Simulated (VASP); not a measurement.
Write the native input for VASP 6.6.1 that does the following.

```
Task                      : relaxation of the atoms
Functional                : LDA
Potentials or basis       : VASP PAW LDA potentials, release 64 (Zn, S)
Cutoff                    : 520 eV
k mesh                    : 9 × 9 × 9
Occupations               : gaussian, width 0.1 eV
Spin                      : no spin polarisation
Atoms held fixed (from 0) : [0]
Further INCAR settings    : ALGO = Fast; EDIFF = 1e-06; IBRION = 2; EDIFFG = -0.01; NSW = 60
```

The structure of ZnS lies in POSCAR:

```
ZnS
1.0
    0.0000000000      2.7020000000      2.7020000000
    2.7020000000      0.0000000000      2.7020000000
    2.7020000000      2.7020000000      0.0000000000
Zn S
1 1
Selective dynamics
Direct
    0.7491300000      0.7587200000      0.7252730000  F F F
    0.0026880000      0.0010540000      0.0039150000  T T T
```

The cell isn't the ideal one: atoms moved at random, drawn with an rms of 0.05 Å.

One way to write it, as run:

INCAR

```
PREC     = Accurate       # precision mode
ENCUT    = 520            # plane-wave cutoff, eV
EDIFF    = 1E-6           # SCF threshold, eV
ISMEAR   = 0              # smearing method
SIGMA    = 0.1            # smearing width, eV
LREAL    = F              # projectors in reciprocal space
LASPH    = T              # aspherical terms in the spheres
NELM     = 100            # most SCF steps
ALGO     = Fast           # electronic algorithm
ISIF     = 2              # what is computed and relaxed
LWAVE    = F              # write WAVECAR
LCHARG   = F              # write CHGCAR
IBRION   = 2              # ionic algorithm
NSW      = 60             # ionic steps
EDIFFG   = -0.01          # ionic threshold
```

KPOINTS

```
regular mesh
0
Gamma
  9 9 9
```

Potentials or basis: VASP PAW LDA potentials, release 64 (Zn, S).

Command:

```bash
$ cat potpaw_LDA.64/Zn/POTCAR potpaw_LDA.64/S/POTCAR > POTCAR
$ mpirun -np 1 vasp_std > vasp.out
```

It gave:

```yaml
Energy_gained_by_relaxing: 15.6 meV/atom
Ionic_steps: 8
Pressure_after_relaxing: -4.3 GPa
Band_gap_on_the_k_mesh: 1.89 eV, direct
```

Wall time 6.6 min on 1 thread of Intel(R) Xeon(R) Platinum 8488C (Sapphire Rapids), with other jobs on the host, peak memory 0.3 GiB.
